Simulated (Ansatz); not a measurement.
W: computed properties

All numbers below come from Ansatz, DFT PBEsol, scalar-relativistic, plane waves, PAW.

Cutoff 420 eV; k points 18×18×18 on the computed 1-atom cell (Γ-centred); Gaussian smearing, width 0.10 eV; no spin polarisation.

The structure is relaxed at this level of theory with its symmetry kept.

```cif
data_structure
_symmetry_space_group_name_H-M 'P 1'
_symmetry_Int_Tables_number 1
_cell_length_a 2.7317
_cell_length_b 2.7317
_cell_length_c 2.7317
_cell_angle_alpha 109.471
_cell_angle_beta 109.471
_cell_angle_gamma 109.471
_cell_volume 15.69
loop_
_atom_site_label
_atom_site_type_symbol
_atom_site_fract_x
_atom_site_fract_y
_atom_site_fract_z
_atom_site_occupancy
W1 W 0.00000 0.00000 0.00000 1
```

Formation energy from the elements' standard states (uncorrected)?

+0.007 eV/atom.

Density of states at the Fermi level?

0.40 states/eV per cell.

Löwdin character within 0.5 eV of the Fermi level?

W 5d 87 %, unprojected 8 %.

Bulk modulus?

325 GPa.

Its pressure derivative?

4.0.

Bader charges (e)?

W (1 in the cell) 0.00.

Spin-orbit coupling is left out, which matters for the bands of heavy elements.